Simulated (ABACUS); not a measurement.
**Tc under changes of volume**

One of the cells (14.297 Å³/atom); the others are scaled copies at fixed shape and fractional positions:

```
Tc
1.0
     2.74000    0.00000    0.00000
    -1.37000    2.37291    0.00000
     0.00000    0.00000    4.39800
Tc
2
Direct
  0.66667 0.33333 0.75000
  0.33333 0.66667 0.25000
```

- Program: ABACUS 3.10.1
- Functional: PBE
- Potentials or basis: PseudoDojo NC SR 0.4.1 PBE standard
- Cutoff: 1361 eV
- Density cutoff: 5442 eV
- Basis: DZP LCAO (the cutoffs set its grid)
- k mesh: 11 × 11 × 6
- Occupations: fermi-dirac, width 0.05 eV
- Spin: no spin polarisation

```csv
volume (Å³/atom),energy over the lowest point (meV/atom),pressure (GPa)
13.440,89.31,28.0
13.726,47.07,19.6
14.011,?,?
14.297,3.75,5.3
14.583,0.00,-0.8
14.869,6.47,-6.3
15.155,22.20,-11.2
```

Q: What does the run at 14.011 Å³/atom give?

A: Energy over the lowest point 19.00 meV/atom; pressure 12.0 GPa.

Worked out: A Birch-Murnaghan fit of order 3 (a polynomial in V^(-2/3)) to the other rows has its minimum at 14.54 Å³/atom with B0 = V·E''(V) = 298 GPa and B' = 4.5 at fixed shape and positions, which overstates the stiffness. It gives 19.09 meV/atom at 14.011 Å³/atom, against the run's 19.00, and -dE/dV = 12.0 GPa, against 12.0.

Energies are extrapolated to zero smearing.

Caveats: the atomic orbitals were generated for these runs and aren't a published set; the basis of atomic orbitals isn't converged, which shifts pressures, moduli and gaps.
